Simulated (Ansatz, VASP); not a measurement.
## TiAl: VASP beside Ansatz

```
Ti Al
1.0
     2.86828    0.00000    0.00000
    -1.43414    2.48400    0.00000
     0.00000    0.00000    4.63371
Ti Al
1 1
Direct
  0.00000 0.00000 0.00000
  0.33333 0.66667 0.50000
```

Alike in both runs: functional r2SCAN; k mesh 18 × 18 × 10; occupations gaussian, width 0.1 eV; no spin polarisation.

Ansatz relaxed the structure, and its values are those at the end. VASP's run is a single point on that final structure, the one shown.

|  | VASP | Ansatz |
| --- | --- | --- |
| version | VASP 6.6.1 | Ansatz 0.2.0 |
| potentials or method | VASP PAW PBE potentials, release 64 (Ti_sv, Al) | scalar-relativistic, plane waves, PAW |
| plane-wave cutoff (eV) | 520 | 500 |
| valence electrons in the cell | 15 | 15 |

```tsv
	VASP	Ansatz	Ansatz less VASP
gap on the k mesh at the Fermi level (eV)	none	none	-
pressure (GPa)	0.1	0.0	-0.09
```

A gap of «none» marks a metal or a gap that the smearing closes. With one functional, cell and mesh, what is left measures potentials, basis and numerics.

Caveats: the PAW data sets were made with another functional, which shifts forces and pressure a little (VASP).
